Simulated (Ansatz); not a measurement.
# MnO2: the cost of one run

Computed with Ansatz 0.2.0 (DFT PBE+U (U = 4 eV, J = 0.5 eV on Mn d), plane waves, PAW, unless a step's input says otherwise).

### Step 1. The structure to begin with

The structure is monoclinic, space group C2/m (No. 12). The conventional cell has a = 13.700 Å, b = 2.867 Å, c = 4.460 Å, α = 90.00°, β = 90.50°, γ = 90.00°. Around Mn (site symmetry 2/m) lie 6 O at 1.90 to 1.91 Å. Mn (site symmetry m) has 6 O at 1.91 to 1.93 Å as nearest neighbours. O (site symmetry m) has 3 Mn at 1.91 Å as nearest neighbours. O (site symmetry m) has 3 Mn at 1.90 to 1.91 Å as nearest neighbours. O (site symmetry m) has 3 Mn at 1.93 Å as nearest neighbours.

As a file:

```xyz
9
Lattice="6.8500 -1.4335 0.0000 6.8500 1.4335 0.0000 -0.0389 0.0000 4.4598" Properties=species:S:1:pos:R:3 pbc="T T T"
Mn    0.0000    0.0000    0.0000
Mn    9.0360    0.0000    2.2567
Mn    4.6251    0.0000    2.2032
O     6.0872    0.0000    3.4251
O     7.5739    0.0000    1.0347
O    12.1897    0.0000    1.1596
O     1.4713    0.0000    3.3003
O    10.6988    0.0000    3.2378
O     2.9622    0.0000    1.2220
```

Magnetic order typed: ferromagnetic.

An earlier series on this cell reached its lowest free state from «random orbitals: fully mixed, first filling», perhaps among other starts.

### Step 2. Random orbitals: single harmonics, second filling

input.yaml reads:

```yaml
crystal:
  lattice:
    - [6.85000056, -1.43350012, 0.0]
    - [6.85000056, 1.43350012, 0.0]
    - [-0.03892, 0.0, 4.45983037]
  atoms:
    - { symbol: Mn, position: [0.0, 0.0, 0.0], spin: 1.0 }
    - { symbol: Mn, position: [0.661, 0.661, 0.506], spin: 1.0 }
    - { symbol: Mn, position: [0.339, 0.339, 0.494], spin: 1.0 }
    - { symbol: O, position: [0.4465, 0.4465, 0.768] }
    - { symbol: O, position: [0.5535, 0.5535, 0.232] }
    - { symbol: O, position: [0.8905, 0.8905, 0.26] }
    - { symbol: O, position: [0.1095, 0.1095, 0.74] }
    - { symbol: O, position: [0.783, 0.783, 0.726] }
    - { symbol: O, position: [0.217, 0.217, 0.274] }
basis:
  ecutwfc: 420
  ecutrho_ratio: 4
kpoints:
  mp_grid: { grid: [7, 7, 4] }
hamiltonian:
  xc: pbe
  hubbard:
    sites:
      - { site: 0, l: d, u: 4.0, j: 0.5, starting_ns: [{ spin: up, occupation_matrix: s0up }, { spin: down, occupation_matrix: s0down }] }
      - { site: 1, l: d, u: 4.0, j: 0.5, starting_ns: [{ spin: up, occupation_matrix: s1up }, { spin: down, occupation_matrix: s1down }] }
      - { site: 2, l: d, u: 4.0, j: 0.5, starting_ns: [{ spin: up, occupation_matrix: s2up }, { spin: down, occupation_matrix: s2down }] }
    occupation_matrices:
      s0up:
        matrix:
          - [0.97, 0.0, 0.0, 0.0, 0.0]
          - [0.0, 0.02, 0.0, 0.0, 0.0]
          - [0.0, 0.0, 0.02, 0.0, 0.0]
          - [0.0, 0.0, 0.0, 0.97, 0.0]
          - [0.0, 0.0, 0.0, 0.0, 0.02]
      s0down:
        matrix:
          - [0.02, 0.0, 0.0, 0.0, 0.0]
          - [0.0, 0.97, 0.0, 0.0, 0.0]
          - [0.0, 0.0, 0.02, 0.0, 0.0]
          - [0.0, 0.0, 0.0, 0.02, 0.0]
          - [0.0, 0.0, 0.0, 0.0, 0.02]
      s1up:
        matrix:
          - [0.02, 0.0, 0.0, 0.0, 0.0]
          - [0.0, 0.02, 0.0, 0.0, 0.0]
          - [0.0, 0.0, 0.97, 0.0, 0.0]
          - [0.0, 0.0, 0.0, 0.02, 0.0]
          - [0.0, 0.0, 0.0, 0.0, 0.97]
      s1down:
        matrix:
          - [0.02, 0.0, 0.0, 0.0, 0.0]
          - [0.0, 0.02, 0.0, 0.0, 0.0]
          - [0.0, 0.0, 0.02, 0.0, 0.0]
          - [0.0, 0.0, 0.0, 0.97, 0.0]
          - [0.0, 0.0, 0.0, 0.0, 0.02]
      s2up:
        matrix:
          - [0.02, 0.0, 0.0, 0.0, 0.0]
          - [0.0, 0.02, 0.0, 0.0, 0.0]
          - [0.0, 0.0, 0.97, 0.0, 0.0]
          - [0.0, 0.0, 0.0, 0.97, 0.0]
          - [0.0, 0.0, 0.0, 0.0, 0.02]
      s2down:
        matrix:
          - [0.97, 0.0, 0.0, 0.0, 0.0]
          - [0.0, 0.02, 0.0, 0.0, 0.0]
          - [0.0, 0.0, 0.02, 0.0, 0.0]
          - [0.0, 0.0, 0.0, 0.02, 0.0]
          - [0.0, 0.0, 0.0, 0.0, 0.02]
    ns_hold: { iters: 5 }
scf:
  occupations: { method: gaussian, width: 0.05 }
  lower_state_search: "off"
  max_iter: 150
output:
  forces: true
  stress: true
  eigenvalues: true
  populations: true
  hubbard: { sites: [{ site: 0, l: d }, { site: 1, l: d }, { site: 2, l: d }] }
magnetization:
  spin_polarized: true
```

The typed matrices put 0.97 on the chosen orbitals and 0.02 on the others, and are held for 5 cycles.

Launch:

```bash
> ansatz run input.yaml --threads 4 --pin off --max-ram 6144MiB --backend cpu --events-out ev --progress --plain --runs-dir out
```

Q: Estimate wall time and peak memory on 4 threads of Arm Neoverse V1, shared host.

About 4.4 min, with a peak of 1.8 GiB.
